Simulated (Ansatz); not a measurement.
Recipe of this trial structure of Cu: random cell by space group and Wyckoff sites (I4/mmm, No. 139). Lengths were set from tabulated atomic sizes, so they are only a guess.

```
Cu
1.0
    -1.89348    1.89348    2.46448
     1.89348   -1.89348    2.46448
     1.89348    1.89348   -2.46448
Cu
3
Cartesian
  0.0000 1.8935 1.2322
  1.8935 0.0000 1.2322
  0.0000 0.0000 2.4645
```

Level of theory: DFT PBE, scalar-relativistic, plane waves, PAW (Ansatz). Cutoff 420 eV, Gaussian smearing, Γ-centred meshes. Cell and atoms relax first on a coarse mesh and then on a finer one. In between, the cell is made exact in the group found at 0.06 Å. In metals the finer mesh still leaves noise of several meV/atom or more. The steps can't lower the symmetry of their start. No spin polarisation.

A guess keeps its type if space group and coordination stay and the shape of the cell changes little (axis ratios within about 15 %, angles within 6°); the volume may change.

Task: Does it keep its structure type, or change into something else?

Result: It keeps its type. The symmetry stays I4/mmm (No. 139). The volume per atom grows by 21.6 %, from 11.8 to 14.3 Å³. The shortest distance goes from 2.26 Å (Cu–Cu) to 2.41 Å (Cu–Cu). The ratio c/a of the conventional cell changes by a factor of 1.02. Counting neighbours within 15 % of an atom's shortest distance, the start has Cu 6/8 and the end Cu 6/8.

The last run used a 16×16×16 mesh for its 3-atom cell and Gaussian smearing of 0.10 eV. Symmetry constrained the relaxation, so the result can be a saddle point. Another cell of Cu relaxed alike, in Fm-3m, lies 0.38 eV/atom lower, so this cell isn't the stable form at this level.

In counts of neighbours, a slash parts the counts of unlike sites.
